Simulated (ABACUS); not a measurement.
## Ba under changes of volume

One of the cells (62.989 Å³/atom); the others are scaled copies at fixed shape and fractional positions:

```
CELL_PARAMETERS angstrom
-2.50650 2.50650 2.50650
2.50650 -2.50650 2.50650
2.50650 2.50650 -2.50650
ATOMIC_POSITIONS crystal
Ba 0.00000 0.00000 0.00000
```

- Program: ABACUS 3.10.1
- Functional: PBE
- Potentials or basis: PseudoDojo NC SR 0.4.1 PBE standard
- Cutoff: 1361 eV
- Density cutoff: 5442 eV
- Basis: DZP LCAO (the cutoffs set its grid)
- k mesh: 8 × 8 × 8
- Occupations: fermi-dirac, width 0.05 eV
- Spin: no spin polarisation

```csv
volume (Å³/atom),energy over the lowest point (meV/atom),pressure (GPa)
59.209,7.06,0.7
60.469,2.83,0.4
61.729,0.54,0.2
62.989,0.00,0.0
64.249,1.05,-0.2
65.508,3.57,-0.4
66.768,?,?
```

Question: What does the run at 66.768 Å³/atom give?

Answer: Energy over the lowest point 7.39 meV/atom; pressure -0.5 GPa.

Worked out: A Birch-Murnaghan fit of order 3 (a polynomial in V^(-2/3)) to the other rows has its minimum at 62.77 Å³/atom with B0 = V·E''(V) = 10.3 GPa and B' = 3.6. It gives 7.41 meV/atom at 66.768 Å³/atom, against the run's 7.39, and -dE/dV = -0.6 GPa, against -0.5.

Energies are extrapolated to zero smearing.

Caveats: the atomic orbitals were generated for these runs and aren't a published set; this release of the barium file is off; the basis of atomic orbitals isn't converged, which shifts pressures, moduli and gaps.
